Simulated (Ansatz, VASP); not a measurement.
# BeS: VASP beside Ansatz

```
Be S
1.0
     0.00000    2.42500    2.42500
     2.42500    0.00000    2.42500
     2.42500    2.42500    0.00000
Be S
1 1
Direct
  0.00000 0.00000 0.00000
  0.25000 0.25000 0.25000
```

Alike in both runs: task single point; functional PBE; k mesh 6 × 6 × 6; occupations gaussian, width 0.1 eV; no spin polarisation.

```csv
,VASP,Ansatz
version,VASP 6.6.1,Ansatz 0.2.0
potentials or method,"VASP PAW PBE potentials, release 64 (Be, S)","scalar-relativistic, plane waves, PAW"
plane-wave cutoff (eV),520,420
valence electrons in the cell,8,8
```

VASP gave:

```
gap on the k mesh at the Fermi level (eV) : 3.11
least direct gap on the mesh (eV)         : 5.67
pressure (GPa)                            : 1.6
```

Q: Which values does Ansatz return?

A: gap on the k mesh at the Fermi level (eV): 3.11; least direct gap on the mesh (eV): 5.65; pressure (GPa): 1.6.

The functional is the same, so the differences come from potentials, cutoffs and numerics.

A k mesh can miss the band edges. As with any semilocal functional, this PBE gap is likely too small.
